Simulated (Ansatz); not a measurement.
Take CdF2 in the fluorite structure (space group Fm-3m, No. 225; a = 5.384 Å) as the base.

Perturbation: the cell is scaled by 1.0068 in all directions; the atoms relax in the strained cell.

Levels (all Ansatz, a first-principles code, PAW): PBEsol (420 eV, no SOC); HSE06+SOC (420 eV, noncollinear with spin-orbit coupling).

The geometry is relaxed with PBEsol.

```
Property           Value
---------------  -------
PBEsol band gap  2.87 eV
```

Q: Predict the band gap from HSE06+SOC.

A: The band gap grows by 2.26 eV to 5.13 eV.

Single points use the geometry relaxed with PBEsol. HSE06 gaps are upper bounds (no full band path). Differences between runs with and without spin-orbit coupling are approximate. Stability against distortions was not tested.
